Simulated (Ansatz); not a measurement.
**HfO2 (P4_2/mnm)**

Method: DFT r2SCAN, scalar-relativistic, plane waves, PAW (Ansatz 0.2.0).

Settings: cutoff 500 eV, Γ-centred mesh 6×6×8 on the computed 6-atom cell, Gaussian smearing of 0.02 eV; no spin polarisation.

The structure is relaxed at this level of theory with its symmetry kept. This rutile-type form isn't the usual stable structure of the compound.

Symmetry: P4_2/mnm, No. 136, tetragonal system. The conventional cell has a = 4.838 Å, b = 4.838 Å, c = 3.220 Å, α = 90.00°, β = 90.00°, γ = 90.00°. Hf (site symmetry mmm) has 6 O at 2.09 Å as nearest neighbours. O (site symmetry m2m) is surrounded by 3 Hf at 2.09 Å.

```
Volume per atom                                                                                                                             : 12.56 Å³
Formation energy from the elements' standard states (uncorrected)                                                                           : -3.761 eV/atom
Generalised Kohn–Sham band gap                                                                                                              : 4.53 eV, direct at Γ
Löwdin character of the top 1 eV of the valence band                                                                                        : O 2p 95 %
Löwdin character of the lowest 1 eV of the conduction band                                                                                  : Hf 5d 85 %, O 2p 9 %
Electron masses at the edge by Cartesian direction of the standard setting (m_e; degenerate bands sorted by energy; no spin-orbit coupling) : x: 0.84; y: 0.84; z: 0.65
Hole masses at the edge by Cartesian direction of the standard setting (m_e; degenerate bands sorted by energy; no spin-orbit coupling)     : x: 2.0; y: 2.0; z: 2.3
Bulk modulus                                                                                                                                : 223 GPa
Its pressure derivative                                                                                                                     : 4.4
Electronic dielectric constant xx, yy, zz of the standard setting (independent particles)                                                   : 4.2, 4.2, 4.7
Bader charges (e)                                                                                                                           : Hf (2 in the cell) 2.75, O (4 in the cell) -1.38
```

Spin-orbit coupling is left out, which matters for the bands of heavy elements.